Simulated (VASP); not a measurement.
# Al2Au (Fm-3m) in VASP: further runs

Aim: see how the results for Al2Au move with the level of theory and the settings. Levels: PBE, LDA. Tasks: phonons, equation of state.

All numbers are computed with VASP 6.6.1; they aren't measurements. Logs are shortened: lines on timing, memory, paths and dates and some standing lists are left out, and cuts for length are marked.

## (1) The structure

The structure is cubic, space group Fm-3m (No. 225). The conventional cell has a = 6.000 Å, b = 6.000 Å, c = 6.000 Å, α = 90.00°, β = 90.00°, γ = 90.00°. Au (site symmetry m-3m) is surrounded by 8 Al at 2.60 Å. Al (site symmetry -43m) is surrounded by 4 Au at 2.60 Å.

## (2) Phonons, PBE

Input file POSCAR:

```
Al2Au
1.0
    0.0000000000      3.0000000000      3.0000000000
    3.0000000000      0.0000000000      3.0000000000
    3.0000000000      3.0000000000      0.0000000000
Au Al
1 2
Direct
    0.0000000000      0.0000000000      0.0000000000
    0.7500000000      0.7500000000      0.7500000000
    0.2500000000      0.2500000000      0.2500000000
```

Input file INCAR.step1:

```
ALGO = Normal ; EDIFF = 1E-8
EDIFFG = -0.002 ; ENCUT = 600
GGA = PE ; IBRION = 2
ISIF = 3 ; ISMEAR = -1
KPAR = 2 ; LASPH = T
LCHARG = F ; LREAL = F
LWAVE = F ; NELM = 100
NSW = 40 ; PREC = Accurate
SIGMA = 0.05
```

Input file INCAR.step2:

```
ALGO = Normal ; EDIFF = 1E-8
ENCUT = 600 ; GGA = PE
IBRION = 6 ; ISIF = 2
ISMEAR = -1 ; KPAR = 2
LASPH = T ; LCHARG = F
LREAL = F ; LWAVE = F
NELM = 100 ; NFREE = 2
NSW = 1 ; POTIM = 0.015
PREC = Accurate ; SIGMA = 0.05
```

Input file KPOINTS:

```
k-points
0
Gamma
  8 8 8
```

Potentials or basis: VASP PAW PBE potentials, release 64 (Au, Al).

On the command line:

```bash
cat potpaw_PBE.64/Au/POTCAR potpaw_PBE.64/Al/POTCAR > POTCAR
cp INCAR.step1 INCAR
mpirun -np 2 vasp_std > vasp.out
cp CONTCAR POSCAR
cp INCAR.step2 INCAR
mpirun -np 2 vasp_std > vasp.out
```

OUTCAR:

```text
EDIFF = 1E-8
   ENCUT = 600
   GGA = PE
   IBRION = 6
   ISIF = 2
   ISMEAR = -1
   LASPH = T
   LREAL = F
   NELM = 100
   NFREE = 2
   NSW = 1
   POTIM = 0.015
   PREC = Accurate

 ion  position               nearest neighbor table
   1  0.000  0.000  0.000-   2 2.62   2 2.62   2 2.62   3 2.62   3 2.62   3 2.62   3 2.62   2 2.62

   2  0.750  0.750  0.750-   1 2.62   1 2.62   1 2.62   1 2.62   3 3.03   3 3.03   3 3.03   3 3.03
                             3 3.03   3 3.03
   3  0.250  0.250  0.250-   1 2.62   1 2.62   1 2.62   1 2.62   2 3.03   2 3.03   2 3.03   2 3.03
                             2 3.03   2 3.03

  LATTYP: Found a face centered cubic cell.
 ALAT       =     6.0556245148

  Lattice vectors:

 A1 = (   0.0000000000,   3.0278122574,   3.0278122574)
 A2 = (   3.0278122574,   0.0000000000,   3.0278122574)
 A3 = (   3.0278122574,   3.0278122574,   0.0000000000)

Analysis of symmetry for initial positions (statically):
=====================================================================
 Subroutine PRICEL returns:
 Original cell was already a primitive cell.

 Routine SETGRP: Setting up the symmetry group for a
 face centered cubic supercell.

 Subroutine GETGRP returns: Found 48 space group operations
 (whereof 48 operations were pure point group operations)
 out of a pool of 48 trial point group operations.

The static configuration has the point symmetry O_h .

Analysis of symmetry for dynamics (positions and initial velocities):
=====================================================================
 Subroutine PRICEL returns:
 Original cell was already a primitive cell.

 Routine SETGRP: Setting up the symmetry group for a
 face centered cubic supercell.

 Subroutine GETGRP returns: Found 48 space group operations
 (whereof 48 operations were pure point group operations)
 out of a pool of 48 trial point group operations.

The dynamic configuration has the point symmetry O_h .

 Subroutine INISYM returns: Found 48 space group operations
 (whereof 48 operations are pure point group operations),
 and found     1 'primitive' translations

----------------------------------------------------------------------------------------

                                     Primitive cell

  volume of cell :      55.5158

[... 294 lines left out ...]
  ---------------------------------------------------
  free energy    TOTEN  =       -12.03202854 eV

  energy without entropy =      -12.02274719  energy(sigma->0) =      -12.02738787

 E-fermi :   7.4758     XC(G=0): -10.4065

 val. band max:        7.4692936349   @ k =   0.0000   0.3750   0.1250
 cond. band min:       7.4832536560   @ k =   0.3750   0.1250   0.0000
 fundamental gap:      0.0139600211
 Fermi energy:         7.4757656013

 k-point     1 :       0.0000    0.0000    0.0000
  band No.  band energies     occupation
      1      -2.8717      2.00000
      2       1.0224      2.00000
      3       1.0292      2.00000
      4       1.0365      2.00000
      5       1.9567      2.00000
      6       1.9569      2.00000
      7       9.5230      0.00000
      8      10.4095      0.00000
      9      10.4304      0.00000
     10      10.4495      0.00000
     11      11.2631      0.00000
     12      11.2693      0.00000
[... 331 lines left out ...]
 k-point    24 :      -0.3750    0.2500    0.1250
  band No.  band energies     occupation
      1      -0.3507      2.00000
      2       0.7528      2.00000
      3       1.3790      2.00000
      4       1.4847      2.00000
      5       1.8952      2.00000
      6       2.1360      2.00000
      7       2.6534      2.00000
      8       5.4376      2.00000
      9       6.6765      2.00000
     10      10.3516      0.00000
     11      11.2275      0.00000
     12      13.2963      0.00000

 [... further k-points ...]

------------------------ aborting loop because EDIFF is reached ----------------------------------------

  FORCE on cell =-STRESS in cart. coord.  units (eV):
  Direction    XX          YY          ZZ          XY          YZ          ZX
  --------------------------------------------------------------------------------------
  -------------------------------------------------------------------------------------
  Total        0.0037825      0.0042073      0.0042073      0.0000000     -0.0934739      0.0000000
  in kB        0.1091626      0.1214211      0.1214211      0.0000000     -2.6976418      0.0000000
  external PRESSURE =       0.1173349 kB  Pullay stress =       0.0000000 kB
[... 18 lines left out ...]
  FREE ENERGIE OF THE ION-ELECTRON SYSTEM (eV)
  ---------------------------------------------------
  free  energy   TOTEN  =       -12.0320285390 eV

  energy  without entropy=      -12.0227471915  energy(sigma->0) =      -12.02738787

 INTERNAL STRAIN TENSORS FROM DISPLACED ATOMS
 ============================================

 INTERNAL STRAIN TENSOR FOR ION    1 for displacements in x,y,z  (eV/Angst):
          X           Y           Z          XY          YZ          ZX
  --------------------------------------------------------------------------------
  x     0.00000     0.00000     0.00000     0.00000     0.00000     0.00000
  y     0.00000     0.00000     0.00000     0.00000     0.00000     0.00000
  z     0.00000     0.00000     0.00000     0.00000     0.00000     0.00000

 INTERNAL STRAIN TENSOR FOR ION    3 for displacements in x,y,z  (eV/Angst):
          X           Y           Z          XY          YZ          ZX
  --------------------------------------------------------------------------------
  x    -0.00000     0.00000     0.00000     0.00000    -6.22951     0.00000
  y    -0.00000    -0.00000    -0.00000     0.00000     0.00000    -6.22951
  z    -0.00000    -0.00000    -0.00000    -6.22951     0.00000     0.00000

 Eigenvectors and eigenvalues of the dynamical matrix
 ----------------------------------------------------

   1 f  =    6.992725 THz    43.936586 2PiTHz  233.252192 cm-1    28.919573 meV
             X         Y         Z           dx          dy          dz
      0.000000  0.000000  0.000000     0.000000   -0.000000   -0.000000
      4.541718  4.541718  4.541718    -0.705775   -0.037623    0.021606
      1.513906  1.513906  1.513906     0.705775    0.037623   -0.021606
[... 43 lines left out ...]
   9 f/i=    0.001135 THz     0.007128 2PiTHz    0.037844 cm-1     0.004692 meV
             X         Y         Z           dx          dy          dz
      0.000000  0.000000  0.000000    -0.158390   -0.869450   -0.063735
      4.541718  4.541718  4.541718    -0.058597   -0.321658   -0.023579
      1.513906  1.513906  1.513906    -0.058597   -0.321658   -0.023579

 ELASTIC MODULI CONTR FROM IONIC RELAXATION (kBar)
 Direction    XX          YY          ZZ          XY          YZ          ZX
 --------------------------------------------------------------------------------
 XX          -0.0000     -0.0000     -0.0000     -0.0000     -0.0000     -0.0000
 YY          -0.0000     -0.0000     -0.0000     -0.0000      0.0000     -0.0000
 ZZ          -0.0000     -0.0000     -0.0000     -0.0000      0.0000     -0.0000
 XY          -0.0000     -0.0000     -0.0000   -414.9369     -0.0000     -0.0000
 YZ          -0.0000      0.0000      0.0000     -0.0000   -414.9369     -0.0000
 ZX          -0.0000     -0.0000     -0.0000     -0.0000     -0.0000   -414.9369
 --------------------------------------------------------------------------------
```

OSZICAR.step1:

```text
N       E                     dE             d eps       ncg     rms          rms(c)
DAV:   1     0.705164983779E+02    0.70516E+02   -0.77850E+03   712   0.133E+03
DAV:   2    -0.109184123296E+02   -0.81435E+02   -0.74802E+02   780   0.219E+02
DAV:   3    -0.132788049274E+02   -0.23604E+01   -0.23162E+01   864   0.363E+01
[... 34 lines left out ...]
DAV:   7    -0.120323985338E+02    0.89238E-06   -0.20309E-06   760   0.134E-02    0.179E-03
DAV:   8    -0.120323986651E+02   -0.13136E-06   -0.15696E-07   716   0.396E-03    0.460E-04
DAV:   9    -0.120323987000E+02   -0.34879E-07   -0.75716E-08   796   0.277E-03    0.211E-04
DAV:  10    -0.120323986850E+02    0.14991E-07   -0.43046E-09   356   0.736E-04    0.719E-05
DAV:  11    -0.120323986837E+02    0.13065E-08   -0.64660E-10   348   0.228E-04
   3 F= -.12032399E+02 E0= -.12027707E+02  d E =-.141264E-01
```

Run time: 2.3 min. Hardware: 2 MPI ranks of Intel Xeon Platinum 8259CL at 2.50GHz (Skylake/Cascade Lake), shared host; peak memory 0.29 GiB.

What came out:

```yaml
Relaxed_volume: 18.51 Å³/atom
Relaxed_cell: a = 4.282 Å, b = 4.282 Å, c = 4.282 Å, α = 60.00°, β = 60.00°, γ = 60.00°
Space_group_after_relaxing_to_0.05_Å: Fm-3m (No. 225)
Highest_phonon_frequency_at_Γ_LO-TO_splitting_left_out: 233 cm⁻¹
```

The path:
```csv
step,energy change (eV),largest force (eV/Å),pressure (GPa),volume (Å³)
1,0.0000,0.0000,3.08,54.00
2,-0.0056,0.0000,-2.16,56.75
3,-0.0141,0.0000,0.00,55.52
```

Final structure:
```xyz
3
Lattice="0.0000 3.0278 3.0278 3.0278 0.0000 3.0278 3.0278 3.0278 0.0000" Properties=species:S:1:pos:R:3 pbc="T T T"
Au    0.0000    0.0000    0.0000
Al    4.5417    4.5417    4.5417
Al    1.5139    1.5139    1.5139
```

Phonon frequencies in cm⁻¹ (negative: imaginary):
| q point | frequencies |
| --- | --- |
| (0.000, 0.000, 0.000) | 0 0 0 218 218 218 233 233 233 |

Spin-orbit coupling is left out, which matters for the levels of Au.

## (3) Equation of state, LDA, 16.92 Å³/atom (a relaxed cell with its volume scaled by 0.96)

Input file INCAR:

```
SYSTEM = Al2Au
  PREC = Accurate
  ENCUT = 520
  EDIFF = 1E-6
  ISMEAR = -1
  SIGMA = 0.05
  LREAL = .False.
  LASPH = .True.
  NELM = 100
  ALGO = Normal
  ISIF = 2
  LWAVE = .False.
  LCHARG = .False.
```

Input file KPOINTS:

```
Automatic mesh
0
Gamma
  8 8 8
  0 0 0
```

Input file POSCAR:

```
Al2Au                                   
1.0
   -0.0000000000      2.9387902065      2.9387902065
    2.9387902065     -0.0000000000      2.9387902065
    2.9387902065      2.9387902065     -0.0000000000
  Au              Al            
     1     2
Direct
     0.0000000000000000    0.0000000000000000    0.0000000000000000
     0.7500000000000000    0.7500000000000000    0.7500000000000000
     0.2500000000000000    0.2500000000000000    0.2500000000000000
```

Potentials or basis: VASP PAW LDA potentials, release 64 (Au, Al).

On the command line:

```bash
cat potpaw_LDA.64/Au/POTCAR potpaw_LDA.64/Al/POTCAR > POTCAR
mpirun -np 1 vasp_std > vasp.out
```

Wall time 10 s (1 thread of Intel Xeon Platinum 8259CL at 2.50GHz (Skylake/Cascade Lake), shared host); peak memory 0.16 GiB.

The run converged. Its results:

| Quantity | Value |
| --- | --- |
| Free energy | -14.2666 eV |
| Pressure | 5.4 GPa |
| Band gap on the k mesh | none (metal or under the smearing width) |

## (4) Equation of state, LDA, 17.27 Å³/atom (a relaxed cell with its volume scaled by 0.98)

INCAR is that of step 3.

KPOINTS is that of step 3.

Input file POSCAR:

```
Al2Au                                   
1.0
   -0.0000000000      2.9590583656      2.9590583656
    2.9590583656     -0.0000000000      2.9590583656
    2.9590583656      2.9590583656     -0.0000000000
  Au              Al            
     1     2
Direct
     0.0000000000000000    0.0000000000000000    0.0000000000000000
     0.7500000000000000    0.7500000000000000    0.7500000000000000
     0.2500000000000000    0.2500000000000000    0.2500000000000000
```

On the command line:

```bash
cat potpaw_LDA.64/Au/POTCAR potpaw_LDA.64/Al/POTCAR > POTCAR
mpirun -np 1 vasp_std > vasp.out
```

It took 11 s on 1 thread of Intel Xeon Platinum 8259CL at 2.50GHz (Skylake/Cascade Lake), shared host; peak memory 0.16 GiB.

It converged, with:

```
Free energy            : -14.2928 eV
Pressure               : 2.5 GPa
Band gap on the k mesh : none (metal or under the smearing width)
```

## (5) Equation of state, LDA, 17.63 Å³/atom

INCAR is that of step 4.

KPOINTS is that of step 4.

Input file POSCAR:

```
Al2Au                                   
1.0
   -0.0000000000      2.9790526097      2.9790526097
    2.9790526097     -0.0000000000      2.9790526097
    2.9790526097      2.9790526097     -0.0000000000
  Au              Al            
     1     2
Direct
     0.0000000000000000    0.0000000000000000    0.0000000000000000
     0.7500000000000000    0.7500000000000000    0.7500000000000000
     0.2500000000000000    0.2500000000000000    0.2500000000000000
```

On the command line:

```bash
cat potpaw_LDA.64/Au/POTCAR potpaw_LDA.64/Al/POTCAR > POTCAR
mpirun -np 1 vasp_std > vasp.out
```

Run time: 11 s. Hardware: 1 thread of Intel Xeon Platinum 8259CL at 2.50GHz (Skylake/Cascade Lake), shared host; peak memory 0.16 GiB.

It converged, with:

* Free energy: -14.3011 eV
* Pressure: 0.0 GPa
* Band gap on the k mesh: none (metal or under the smearing width)

## (6) Equation of state, LDA, 17.98 Å³/atom (a relaxed cell with its volume scaled by 1.02)

INCAR is that of step 5.

KPOINTS is that of step 5.

Input file POSCAR:

```
Al2Au                                   
1.0
   -0.0000000000      2.9987820099      2.9987820099
    2.9987820099     -0.0000000000      2.9987820099
    2.9987820099      2.9987820099     -0.0000000000
  Au              Al            
     1     2
Direct
     0.0000000000000000    0.0000000000000000    0.0000000000000000
     0.7500000000000000    0.7500000000000000    0.7500000000000000
     0.2500000000000000    0.2500000000000000    0.2500000000000000
```

Potentials or basis: VASP PAW LDA potentials, release 64 (Au, Al).

On the command line:

```bash
cat potpaw_LDA.64/Au/POTCAR potpaw_LDA.64/Al/POTCAR > POTCAR
mpirun -np 1 vasp_std > vasp.out
```

It took 10 s on 1 thread of Intel Xeon Platinum 8259CL at 2.50GHz (Skylake/Cascade Lake), shared host; peak memory 0.16 GiB.

The run converged. Its results:

```
Free energy            : -14.2936 eV
Pressure               : -2.3 GPa
Band gap on the k mesh : none (metal or under the smearing width)
```

## (7) Equation of state, LDA, 18.33 Å³/atom (a relaxed cell with its volume scaled by 1.04)

INCAR is that of step 6.

KPOINTS is that of step 6.

Input file POSCAR:

```
Al2Au                                   
1.0
   -0.0000000000      3.0182551660      3.0182551660
    3.0182551660     -0.0000000000      3.0182551660
    3.0182551660      3.0182551660     -0.0000000000
  Au              Al            
     1     2
Direct
     0.0000000000000000    0.0000000000000000    0.0000000000000000
     0.7500000000000000    0.7500000000000000    0.7500000000000000
     0.2500000000000000    0.2500000000000000    0.2500000000000000
```

On the command line:

```bash
cat potpaw_LDA.64/Au/POTCAR potpaw_LDA.64/Al/POTCAR > POTCAR
mpirun -np 1 vasp_std > vasp.out
```

Run time: 10 s. Hardware: 1 thread of Intel Xeon Platinum 8259CL at 2.50GHz (Skylake/Cascade Lake), shared host; peak memory 0.16 GiB.

It converged, with:

```
Free energy            : -14.2719 eV
Pressure               : -4.3 GPa
Band gap on the k mesh : none (metal or under the smearing width)
```

## (8) Equation of state, LDA

This run uses another cell than the first one, of 17.63 Å³/atom, 0.979 times its volume.

This step only gathers the single runs of the series.

What came out:

- Equilibrium volume: 17.63 Å³/atom
- Bulk modulus: 120 GPa
- Pressure derivative of the bulk modulus: 4.9 (rough: it moves with the points fitted)

Energy against volume, from the lowest point:
| volume (Å³/atom) | energy (meV/atom) |
| --- | --- |
| 16.921 | 11.52 |
| 17.273 | 2.77 |
| 17.626 | 0.00 |
| 17.978 | 2.52 |
| 18.331 | 9.76 |

## (9) The reference run

An earlier run on the cell as given: functional PBEsol; potentials or basis VASP PAW PBE potentials, release 64 (Au, Al); cutoff 520 eV; k mesh 8 × 8 × 8; occupations fermi-dirac, width 0.05 eV; no spin polarisation.

* Pressure: -0.1 GPa
* Band gap on the k mesh: none (metal or under the smearing width)
